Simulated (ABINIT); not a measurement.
GaN:

```
CELL_PARAMETERS angstrom
0.00000 2.25350 2.25350
2.25350 0.00000 2.25350
2.25350 2.25350 0.00000
ATOMIC_POSITIONS crystal
Ga 0.00000 0.00000 0.00000
N 0.25000 0.25000 0.25000
```

The cell is a database's computed one.

Program: ABINIT 10.8.3 (patched build). Alike in all runs: cell as given; smearing fermi-dirac 0.05 eV.

**Question.** Order these runs on this cell by their pressure, lowest first.
A. level LDA-PZ; potentials or basis PseudoDojo NC SR LDA v0.4.1 standard; spin off; k mesh 10 × 10 × 10; cutoff (eV) 1143
B. level AM05; potentials or basis PseudoDojo NC SR PBEsol v0.4.1 standard; spin off; k mesh 10 × 10 × 10; cutoff (eV) 1143
C. level PBE; potentials or basis PseudoDojo NC FR PBE v0.4 standard; spin SOC, no magnetisation; k mesh 8 × 8 × 8; cutoff (eV) 980
D. level BLYP; potentials or basis PseudoDojo NC SR PBE v0.4.1 standard; spin off; k mesh 10 × 10 × 10; cutoff (eV) 1143
E. level PBE; potentials or basis JTH PAW PBE v2.0; spin off; k mesh 10 × 10 × 10; cutoff (eV) 707; fine-grid cutoff 1306.15 eV

**Answer.** A (-6.6 GPa), B (-1.0 GPa), C (3.2 GPa), E (5.5 GPa), D (10.9 GPa).

Caveats: the potentials were made for another functional, which shifts forces and pressure (some runs).

Not every run made on this cell is shown here.
